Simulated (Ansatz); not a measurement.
Input and command of a plane-wave DFT calculation in Ansatz:

```yaml
crystal:
  lattice:
    - [0.0, -2.1466854843, -2.1466854843]
    - [0.0, 2.1466854843, -2.1466854843]
    - [4.2933709686, 0.0, 0.0]
  atoms:
    - { symbol: Ti, position: [0.5017867251, 0.4982132749, 0.5] }
    - { symbol: Ti, position: [-0.0017867251, 0.0017867251, 0.0] }
    - { symbol: C, position: [0.5291146516, 0.4708853484, 0.0] }
    - { symbol: C, position: [-0.0291146516, 0.0291146516, 0.5] }
basis:
  ecutwfc: 420
kpoints:
  mp_grid: { grid: [20, 20, 14] }
hamiltonian:
  xc: pbesol
scf:
  occupations: { method: gaussian, width: 0.15 }
output:
  forces: true
  stress: true
  eigenvalues: true
  write_density: true
  write_potential: true
  elf: true
  volumetric_format: npy
```

```bash
ansatz run input.yaml --threads 2 --pin off --max-ram 5120MiB --backend cpu --events-out ev --progress --plain --runs-dir out
```

Processor: Arm Neoverse V2, 2 threads, on a host shared with other jobs.

Q: How long does it run, and how much memory does it take?

A: About 24 s on 2 threads of Arm Neoverse V2, with other jobs on the host, peak memory 0.78 GiB. It solves 20 bands at 888 k points (the mesh reduced by symmetry) with about 775 plane waves, in 6 SCF iterations.
